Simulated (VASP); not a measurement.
**MgS (strained zincblende): a r²SCAN single-point calculation in VASP**

INCAR

```
LREAL = .FALSE.
ISIF = 2
ENCUT = 520
ISMEAR = 0
PREC = Accurate
ALGO = Normal
NBANDS = 11
LASPH = .TRUE.
NSW = 0
LWAVE = .FALSE.
NELM = 120
METAGGA = R2SCAN
LCHARG = .FALSE.
SIGMA = 0.01
EDIFF = 1E-7
IBRION = -1
```

KPOINTS

```
KPOINTS created by Atomic Simulation Environment
0
Gamma
8 8 8
0 0 0
```

KPOINTS_OPT

```
special points
7
Reciprocal
0.0000000000 0.0000000000 0.0000000000 1
-0.5000000000 -0.5000000000 0.0000000000 1
-0.3750000000 -0.3750000000 0.2500000000 1
-0.3750000000 0.0000000000 0.3750000000 1
0.0000000000 0.0000000000 0.5000000000 1
-0.5000000000 -0.2500000000 0.2500000000 1
0.1145830000 0.1145830000 0.2291670000 1
```

POSCAR

```
Mg S
 1.0000000000000000
     0.0000000000000000    2.6893329989999999    3.0092187957999998
     2.6893329989999999    0.0000000000000000    3.0092187957999998
     2.6893329989999999    2.6893329989999999    0.0000000000000000
 Mg  S
   1   1
Cartesian
  0.0000000000000000  0.0000000000000000  0.0000000000000000
  1.3446664994999997  1.3446664994999997  1.5046093978999997
```

VASP ran with the recommended PBE PAW datasets (8 valence electrons in the cell).

Command

```
mpirun -np 1 vasp_std
```

From OUTCAR

```
k-points           NKPTS =     59   k-points in BZ     NKDIM =     59   number of bands    NBANDS=     11

   NELECT =       8.0000    total number of electrons

   dimension x,y,z NGX =    30 NGY =   30 NGZ =   28
   dimension x,y,z NGXF=    60 NGYF=   60 NGZF=   56

  energy-cutoff  :      520.00
  volume of cell :       43.53
      direct lattice vectors                 reciprocal lattice vectors
     0.000000000  2.689332999  3.009218796    -0.185919706  0.185919706  0.166156080
     2.689332999  0.000000000  3.009218796     0.185919706 -0.185919706  0.166156080
     2.689332999  2.689332999  0.000000000     0.185919706  0.185919706 -0.166156080

 k-points in reciprocal lattice and weights: KPOINTS created by Atomic Simulation Env
   0.00000000  0.00000000  0.00000000       0.002
   0.12500000  0.00000000  0.00000000       0.016
   0.25000000  0.00000000  0.00000000       0.016
   0.37500000  0.00000000  0.00000000       0.016
   0.50000000  0.00000000  0.00000000       0.008
   0.12500000  0.12500000  0.00000000       0.004
   0.25000000  0.12500000  0.00000000       0.016
   0.37500000  0.12500000  0.00000000       0.016
   ...

 E-fermi :   1.2629

 k-point     1 :       0.0000    0.0000    0.0000
  band No.  band energies     occupation
      1     -10.8275      2.00000
      2       0.8044      2.00000
      3       1.1983      2.00000
      4       1.1984      2.00000
      5       5.3463      0.00000
      6       9.7360      0.00000
      7       9.8369      0.00000
      8       9.8371      0.00000
      9      11.4601      0.00000
     10      13.6253      0.00000
     11      14.3418      0.00000

 k-point     2 :       0.1250    0.0000    0.0000
  band No.  band energies     occupation
      1     -10.7294      2.00000
      2       0.3443      2.00000
      3       0.8799      2.00000
      4       1.1734      2.00000
      5       6.0017      0.00000
      6       9.5061      0.00000
      7       9.9451      0.00000
      8      10.0603      0.00000
      9      11.2738      0.00000
     10      12.9581      0.00000
     11      14.9914      0.00000

 k-point     3 :       0.2500    0.0000    0.0000
  band No.  band energies     occupation
      1     -10.4746      2.00000
      2      -0.8558      2.00000
      3       0.6406      2.00000
      4       1.1174      2.00000
      5       6.8149      0.00000
      6       9.2201      0.00000
      7       9.9929      0.00000
      8      10.3527      0.00000
      9      12.0592      0.00000
     10      12.4989      0.00000
     11      14.5937      0.00000

 k-point     4 :       0.3750    0.0000    0.0000
  band No.  band energies     occupation
      1     -10.1879      2.00000
      2      -1.8534      2.00000
      3       0.4539      2.00000
      4       1.0671      2.00000
      5       6.8350      0.00000
      6       9.1422      0.00000
      7      10.0999      0.00000
      8      10.3946      0.00000
      9      13.4631      0.00000
     10      13.5771      0.00000
     11      14.8638      0.00000

 k-point     5 :       0.5000    0.0000    0.0000
  band No.  band energies     occupation
      1     -10.0572      2.00000
      2      -2.2367      2.00000
      3       0.3823      2.00000
      4       1.0478      2.00000
      5       6.7346      0.00000
      6       9.0900      0.00000
      7       9.9192      0.00000
      8      10.5903      0.00000
      9      14.6387      0.00000
     10      14.9966      0.00000
     11      15.3629      0.00000

 k-point     6 :       0.1250    0.1250    0.0000
  band No.  band energies     occupation
      1     -10.7173      2.00000
      2       0.1670      2.00000
      3       1.0548      2.00000
      4       1.0548      2.00000
      5       6.1492      0.00000
      6       9.2937      0.00000
      7      10.0852      0.00000
      8      10.2910      0.00000
      9      10.2911      0.00000
     10      13.8612      0.00000
     11      16.0351      0.00000

 k-point     7 :       0.2500    0.1250    0.0000
  band No.  band energies     occupation
      1     -10.5305      2.00000
      2      -0.6028      2.00000
      3       0.7361      2.00000
      4       0.9373      2.00000
      5       6.9895      0.00000
      6       8.8776      0.00000
      7       9.4706      0.00000
      8      10.7609      0.00000
      9      11.2157      0.00000
     10      13.6511      0.00000
     11      15.9612      0.00000

 k-point     8 :       0.3750    0.1250    0.0000
  band No.  band energies     occupation
      1     -10.2535      2.00000
      2      -1.4996      2.00000
      3       0.3073      2.00000
      4       0.8884      2.00000
      5       7.4948      0.00000
      6       8.2991      0.00000
      7      10.1935      0.00000
      8      10.7395      0.00000
      9      12.7109      0.00000
     10      14.0835      0.00000
     11      15.2602      0.00000

 k-point     9 :       0.5000    0.1250    0.0000
  band No.  band energies     occupation
      1     -10.0465      2.00000
      2      -2.0582      2.00000
      3       0.0100      2.00000
      4       0.9319      2.00000
      5       7.4568      0.00000
      6       8.3012      0.00000
      7      10.3711      0.00000
      8      10.9064      0.00000
      9      14.4846      0.00000
     10      14.7603      0.00000
     11      15.5785      0.00000

 k-point    10 :      -0.3750    0.1250    0.0000
  band No.  band energies     occupation
      1     -10.0627      2.00000
      2      -1.9895      2.00000
      3      -0.0613      2.00000
      4       1.0431      2.00000
      5       7.4091      0.00000
      6       8.8015      0.00000
      7      10.2526      0.00000
      8      10.3692      0.00000
      9      13.2256      0.00000
     10      14.4324      0.00000
     11      16.6687      0.00000

 k-point    11 :      -0.2500    0.1250    0.0000
  band No.  band energies     occupation
      1     -10.2889      2.00000
      2      -1.3010      2.00000
      3       0.0984      2.00000
      4       1.1617      2.00000
      5       7.4353      0.00000
      6       9.1836      0.00000
      7       9.5750      0.00000
      8      10.4949      0.00000
      9      11.7815      0.00000
     10      13.9241      0.00000
     11      15.1614      0.00000

 k-point    12 :      -0.1250    0.1250    0.0000
  band No.  band energies     occupation
      1     -10.5620      2.00000
      2      -0.3035      2.00000
      3       0.4274      2.00000
      4       1.2179      2.00000
      5       6.7811      0.00000
      6       8.9708      0.00000
      7      10.1557      0.00000
      8      10.3366      0.00000
      9      11.8012      0.00000
     10      12.5710      0.00000
     11      15.0693      0.00000

 k-point    13 :       0.2500    0.2500    0.0000
  band No.  band energies     occupation
      1     -10.4310      2.00000
      2      -0.9680      2.00000
      3       0.7416      2.00000
      4       0.7417      2.00000
      5       6.7892      0.00000
      6       8.6773      0.00000
      7       9.4448      0.00000
      8      11.5130      0.00000
      9      11.5132      0.00000
     10      14.5464      0.00000
     11      18.0576      0.00000

 k-point    14 :       0.3750    0.2500    0.0000
  band No.  band energies     occupation
      1     -10.2220      2.00000
      2      -1.5008      2.00000
      3       0.2957      2.00000
      4       0.6387      2.00000
      5       6.7755      0.00000
      6       8.7441      0.00000
      7       9.7272      0.00000
      8      11.9543      0.00000
      9      12.7716      0.00000
     10      14.9064      0.00000
     11      16.9101      0.00000

 k-point    15 :       0.5000    0.2500    0.0000
  band No.  band energies     occupation
      1     -10.0163      2.00000
      2      -1.8004      2.00000
      3      -0.4299      2.00000
      4       0.6761      2.00000
      5       7.1039      0.00000
      6       9.0114      0.00000
      7      10.2696      0.00000
      8      11.6109      0.00000
      9      13.9120      0.00000
     10      15.0971      0.00000
     11      16.3194      0.00000

 k-point    16 :      -0.3750    0.2500    0.0000
  band No.  band energies     occupation
      1      -9.9485      2.00000
      2      -1.7564      2.00000
      3      -0.8889      2.00000
      4       0.8360      2.00000
      5       7.6922      0.00000
      6       8.9384      0.00000
      7      10.4260      0.00000
      8      11.1477      0.00000
      9      13.4470      0.00000
     10      14.3884      0.00000
     11      16.2762      0.00000

 ...

  Total        0.8732741      0.8732741     -0.0880705      0.0000000      0.0000000      0.0000000
  in kB       32.1431354     32.1431354     -3.2416653      0.0000000      0.0000000      0.0000000
  external PRESSURE =      20.3482019 kB  Pullay stress =       0.0000000 kB

 POSITION                                       TOTAL-FORCE (eV/Angst)
 -----------------------------------------------------------------------------------
      0.00000      0.00000      0.00000         0.000000      0.000000      0.000000
      1.34467      1.34467      1.50461        -0.000000     -0.000000     -0.000000
 -----------------------------------------------------------------------------------
    total drift:                                0.001509      0.001509      0.001685

  FREE ENERGIE OF THE ION-ELECTRON SYSTEM (eV)
  ---------------------------------------------------
  free  energy   TOTEN  =       -15.4068309225 eV

  energy  without entropy=      -15.4068309225  energy(sigma->0) =      -15.40683092
```

```json
{
 "gap between bands v and c": "4.05 eV",
 "least direct gap": "4.15 eV",
 "pressure": "2.0 GPa"
}
```

Band v is the last that the valence electrons fill when counted band by band, and c is the next.

The run took about 95 s on one core of a shared host (Intel Xeon Platinum 8488C) and held 0.18 GiB at most.
